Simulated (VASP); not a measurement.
# PtSe2 (P-3m1) in VASP: single point with PBEsol

Aim: the single point of PtSe2 with PBEsol.

Everything below comes from runs of VASP 6.6.1. Logs are shortened: lines on timing, memory, paths and dates and some standing lists are left out, and cuts for length are marked.

### Step 1. Starting point

The structure is trigonal, space group P-3m1 (No. 164). The conventional cell has a = 3.724 Å, b = 3.724 Å, c = 5.062 Å, α = 90.00°, β = 90.00°, γ = 120.00°. Pt (site symmetry -3m) is surrounded by 6 Se at 2.49 Å. Around Se (site symmetry 3m) lie 3 Pt at 2.49 Å.

### Step 2. Single point, PBEsol

INCAR

```
  ALGO = Normal
  EDIFF = 1E-6
  ENCUT = 450
  GGA = PS
  ISIF = 2
  ISMEAR = 0
  LASPH = True
  LCHARG = False
  LORBIT = 11
  LREAL = False
  LWAVE = False
  NBANDS = 31
  NELM = 150
  PREC = Accurate
  SIGMA = 0.05
```

KPOINTS

```
k-points
0
Gamma
  7 4 5
```

POSCAR

```
PtSe2
1.0
    3.7240002900      0.0000000000      0.0000000000
   -3.7240003000      6.4501577200      0.0000000000
    0.0000000000      0.0000000000      5.0619995800
Pt Se
2 4
Direct
    0.0000000000      0.0000000000      0.0000000000
    0.0000000000      0.5000000000      0.0000000000
    0.3333333333      0.3333333334      0.2500000000
    0.6666666667      0.1666666666      0.7500000000
    0.3333333333      0.8333333333      0.2500000000
    0.6666666667      0.6666666666      0.7500000000
```

Potentials or basis: VASP PAW PBE potentials, release 64 (Pt, Se).

Launch:

```console
cat potpaw_PBE.64/Pt/POTCAR potpaw_PBE.64/Se/POTCAR > POTCAR
mpirun -np 1 vasp_std > vasp.out
```

OUTCAR:

```text
EDIFF = 1E-6
   ENCUT = 450
   GGA = PS
   ISIF = 2
   ISMEAR = 0
   LASPH = True
   LORBIT = 11
   LREAL = False
   NELM = 150
   PREC = Accurate

 ion  position               nearest neighbor table
   1  0.000  0.000  0.000-   4 2.49   5 2.49   4 2.49   5 2.49   6 2.49   3 2.49
   2  0.000  0.500  0.000-   6 2.49   3 2.49   6 2.49   3 2.49   5 2.49   4 2.49
   3  0.333  0.333  0.250-   2 2.49   2 2.49   1 2.49
   4  0.667  0.167  0.750-   1 2.49   1 2.49   2 2.49
   5  0.333  0.833  0.250-   1 2.49   1 2.49   2 2.49
   6  0.667  0.667  0.750-   2 2.49   2 2.49   1 2.49

  LATTYP: Found a simple orthorhombic cell.
 ALAT       =     3.7240002900
 B/A-ratio  =     1.3592908662
 C/A-ratio  =     1.7320508103

  Lattice vectors:

 A1 = (  -3.7240002900,   0.0000000000,   0.0000000000)
 A2 = (   0.0000000000,   0.0000000000,   5.0619995800)
 A3 = (  -0.0000000100,   6.4501577200,   0.0000000000)

Analysis of symmetry for initial positions (statically):
=====================================================================
 Subroutine PRICEL returns following result:

  LATTYP: Found a hexagonal cell.
 ALAT       =     3.7240002900
 C/A-ratio  =     1.3592908662

  Lattice vectors:

 A1 = (   3.7240002900,   0.0000000000,   0.0000000000)
 A2 = (  -1.8620001500,   3.2250788600,   0.0000000000)
 A3 = (   0.0000000000,   0.0000000000,   5.0619995800)

   2 primitive cells build up your supercell.

 Routine SETGRP: Setting up the symmetry group for a
 simple orthorhombic supercell.

 Subroutine GETGRP returns: Found  4 space group operations
 (whereof  4 operations were pure point group operations)
 out of a pool of  8 trial point group operations.

The static configuration has the point symmetry C_2h.

Analysis of symmetry for dynamics (positions and initial velocities):
=====================================================================
 Subroutine PRICEL returns following result:

  LATTYP: Found a hexagonal cell.
 ALAT       =     3.7240002900
 C/A-ratio  =     1.3592908662

  Lattice vectors:

 A1 = (   3.7240002900,   0.0000000000,   0.0000000000)
 A2 = (  -1.8620001500,   3.2250788600,   0.0000000000)
 A3 = (   0.0000000000,   0.0000000000,   5.0619995800)

   2 primitive cells build up your supercell.

 Routine SETGRP: Setting up the symmetry group for a
 simple orthorhombic supercell.

 Subroutine GETGRP returns: Found  4 space group operations
 (whereof  4 operations were pure point group operations)
 out of a pool of  8 trial point group operations.

The dynamic configuration has the point symmetry C_2h.

 Subroutine INISYM returns: Found  4 space group operations
 (whereof  4 operations are pure point group operations),
 and found     2 'primitive' translations

----------------------------------------------------------------------------------------

                                     Primitive cell

  volume of cell :      60.7956

  direct lattice vectors                    reciprocal lattice vectors
     3.724000290  0.000000000  0.000000000     0.268528443  0.155034969  0.000000000
    -1.862000150  3.225078860  0.000000000     0.000000000  0.310069937  0.000000000
     0.000000000  0.000000000  5.061999580     0.000000000  0.000000000  0.197550392

  length of vectors
     3.724000290  3.724000297  5.061999580     0.310069938  0.310069937  0.197550392

  position of ions in fractional coordinates (direct lattice)
     0.000000000  0.000000000  0.000000000
     0.333333333  0.666666667  0.250000000
     0.666666667  0.333333333  0.750000000

  ion indices of the primitive-cell ions
   primitive index   ion index
                 1           1
                 2           5
                 3           4

[... 30 lines left out ...]
|     Your reciprocal lattice and k-lattice belong to different lattice       |
|     classes:                                                                |
|                                                                             |
|        The reciprocal lattice is simple orthorhombic,                       |
|        whereas your k-lattice is simple monoclinic.                         |
|                                                                             |
|     Results are often still useful ...                                      |
|                                                                             |
 -----------------------------------------------------------------------------

 WARNING: IBZKPT: internal override: KBLOWUP is changed to .FALSE.
      ... skipping the blow-up phase ...

 Subroutine IBZKPT returns following result:
 ===========================================

 Found     71 irreducible k-points:

 Following reciprocal coordinates:
            Coordinates               Weight
  0.000000  0.000000  0.000000      1.000000
  0.142857 -0.000000  0.000000      2.000000
  0.285714 -0.000000  0.000000      2.000000
  0.428571  0.000000  0.000000      2.000000
  0.000000  0.250000  0.000000      2.000000
  0.142857  0.250000  0.000000      2.000000
[... 16 lines left out ...]
  0.000000  0.250000  0.200000      2.000000
  0.142857  0.250000  0.200000      2.000000
 [... further k-points ...]
   k-points           NKPTS =     71   k-points in BZ     NKDIM =     71   number of bands    NBANDS=     31
   number of dos      NEDOS =    301   number of ions     NIONS =      6
   total plane-waves  NPLWV =  54432
   dimension x,y,z NGX =    28 NGY =   54 NGZ =   36
   dimension x,y,z NGXF=    56 NGYF=  108 NGZF=   72
   ions per type =               2   4
   NGX,Y,Z   is equivalent  to a cutoff of  12.50, 12.05, 11.82 a.u.
   NGXF,Y,Z  is equivalent  to a cutoff of  25.00, 24.11, 23.65 a.u.
 SYSTEM =  unknown system
   PREC   = accura    normal or accurate (medium, high low for compatibility)
   ISTART =      0    job   : 0-new  1-cont  2-samecut
   ICHARG =      2    charge: 1-file 2-atom 10-const
   ISPIN  =      1    spin polarized calculation?
   LNONCOLLINEAR =      F non collinear calculations
   LSORBIT =      F    spin-orbit coupling
   LASPH  =      T    aspherical Exc in radial PAW
   ENCUT  =  450.0 eV  33.07 Ry    5.75 a.u.   6.44 12.88  8.76*2*pi/ulx,y,z
   NELM   =    150;   NELMIN=  2; NELMDL= -5     # of ELM steps
   EDIFF  = 0.1E-05   stopping-criterion for ELM
   LREAL  =      F    real-space projection
   EDIFFG = 0.1E-04   stopping-criterion for IOM
   NSW    =      0    number of steps for IOM
   IBRION =     -1    ionic relax: 0-MD 1-quasi-New 2-CG
   NFREE  =      0    steps in history (QN), initial steepest desc. (CG)
   ISIF   =      2    stress and relaxation
   ISYM   =      2    0-nonsym 1-usesym 2-fastsym
   POTIM  = 0.5000    time-step for ionic-motion
   TEBEG  =    0.0;   TEEND  =   0.0 temperature during run
   PSTRESS=    0.0 pullay stress
   NELECT =      44.0000    total number of electrons
   NUPDOWN=      -1.0000    fix difference up-down
   EMIN   =  10.00;   EMAX   =-10.00  energy-range for DOS
   EFERMI =   0.00;   METHOD = LEGACY
   ISMEAR =     0;   SIGMA  =   0.05  broadening in eV -4-tet -1-fermi 0-gaus
   EFERMI_NEDOS =   21; number of points for ismear=-14 and -15
   IALGO  =     38    algorithm
   IMIX   =      4    mixing-type and parameters
     AMIX     =   0.40;   BMIX     =  1.00
     AMIX_MAG =   1.60;   BMIX_MAG =  1.00
  volume/ion in A,a.u.               =      20.27       136.76
  Fermi-wavevector in a.u.,A,eV,Ry     =   1.166608  2.204570 18.517183  1.360975
  Thomas-Fermi vector in A             =   2.303119
   LORBIT       =     11    0 simple, 1 ext, 2 COOP (PROOUT), +10 PAW based schemes
   GGA     = PS    functional components
   LHFCALC =     F    Hartree Fock is set to
   AEXX    =    0.0000 exact exchange contribution
   IVDW    =     0    specifies the selected vdW correction
   LEPSILON=     F    determine dielectric tensor
   LRPA    =     F    only Hartree local field effects (RPA)
 non-spin polarized calculation
 Gauss-broadening in eV      SIGMA  =   0.05
  energy-cutoff  :      450.00
  volume of cell :      121.59
 maximum number of plane-waves:      2654
 NGX is ok and might be reduce to    28
   NGX = 13   NGY = 25   NGZ = 17

 number of electron      44.0000001 magnetization

 Free energy of the ion-electron system (eV)
  ---------------------------------------------------
  ext. energy  EPLUGINS =         0.00000000
  ---------------------------------------------------
  free energy    TOTEN  =       -31.77246320 eV

  energy without entropy =      -31.76994932  energy(sigma->0) =      -31.77120626

 E-fermi :   6.4340     XC(G=0): -10.8053

 val. band max:        6.4324084063   @ k =  -0.4286   0.2500   0.2000
 cond. band min:       6.4521758155   @ k =   0.0000   0.2500   0.2000
 fundamental gap:      0.0197674092
 Fermi energy:         6.4339950432

 k-point     1 :       0.0000    0.0000    0.0000
  band No.  band energies     occupation
      1      -9.3413      2.00000
      2      -7.4793      2.00000
      3      -7.3946      2.00000
      4      -6.4947      2.00000
      5      -0.9923      2.00000
      6      -0.8347      2.00000
[... 805 lines left out ...]
     30      12.9601      0.00000
     31      13.3666      0.00000

 [... further k-points ...]

------------------------ aborting loop because EDIFF is reached ----------------------------------------

  FORCE on cell =-STRESS in cart. coord.  units (eV):
  Direction    XX          YY          ZZ          XY          YZ          ZX
  --------------------------------------------------------------------------------------
  -------------------------------------------------------------------------------------
  Total        2.0828008      2.0361070      0.9244073     -0.0000000     -0.0499425      0.0000000
  in kB       27.4445532     26.8292807     12.1806875     -0.0000000     -0.6580803      0.0000000
  external PRESSURE =      22.1515071 kB  Pullay stress =       0.0000000 kB

 VOLUME and BASIS-vectors are now :
 -----------------------------------------------------------------------------
  energy-cutoff  :      450.00
  volume of cell :      121.59
      direct lattice vectors                 reciprocal lattice vectors
     3.724000290  0.000000000  0.000000000     0.268528443  0.155034969  0.000000000
    -3.724000300  6.450157720  0.000000000     0.000000000  0.155034969  0.000000000
     0.000000000  0.000000000  5.061999580     0.000000000  0.000000000  0.197550392

 POSITION                                       TOTAL-FORCE (eV/Angst)
 -----------------------------------------------------------------------------------
      0.00000      0.00000      0.00000         0.000000      0.000000      0.000000
     -1.86200      3.22508      0.00000        -0.000000      0.000000      0.000000
     -0.00000      2.15005      1.26550         0.000000     -0.007883      0.370125
      1.86200      1.07503      3.79650        -0.000000      0.007883     -0.370125
     -1.86200      5.37513      1.26550         0.000000     -0.007883      0.370125
     -0.00000      4.30011      3.79650        -0.000000      0.007883     -0.370125
 -----------------------------------------------------------------------------------
    total drift:                               -0.000000      0.000000      0.000000

  FREE ENERGIE OF THE ION-ELECTRON SYSTEM (eV)
  ---------------------------------------------------
  free  energy   TOTEN  =       -31.7724632017 eV

  energy  without entropy=      -31.7699493238  energy(sigma->0) =      -31.77120626

 total charge

# of ion       s       p       d       tot
------------------------------------------
    1        0.687   0.723   8.042   9.451
    2        0.687   0.723   8.042   9.451
    3        1.486   2.229   0.071   3.786
    4        1.486   2.229   0.071   3.786
    5        1.486   2.229   0.071   3.786
    6        1.486   2.229   0.071   3.786
--------------------------------------------------
tot          7.316  10.362  16.367  34.045
```

It took 3 min on 1 thread of Intel Xeon Platinum 8259CL at 2.50GHz (Skylake/Cascade Lake), shared host; peak memory 0.34 GiB.

What came out:

```yaml
Free_energy: -31.7725 eV
Pressure: 2.2 GPa
Largest_force: 0.370 eV/Å
Band_gap_on_the_k_mesh: none (metal or under the smearing width)
Valence_electrons_inside_the_program's_atomic_spheres: Pt 9.45; Se 3.79
```

Forces on the atoms (eV/Å):
```
Pt   0.000  0.000  0.000
Pt   0.000  0.000  0.000
Se   0.000 -0.008  0.370
Se   0.000  0.008 -0.370
Se   0.000 -0.008  0.370
Se   0.000  0.008 -0.370
```

Stress tensor (GPa, compression positive):
```
 2.74  0.00  0.00
 0.00  2.68 -0.07
 0.00 -0.07  1.22
```

Caveat: the PAW data sets were made with another functional, which shifts forces and pressure a little. Spin-orbit coupling is left out, which matters for the levels of Pt.
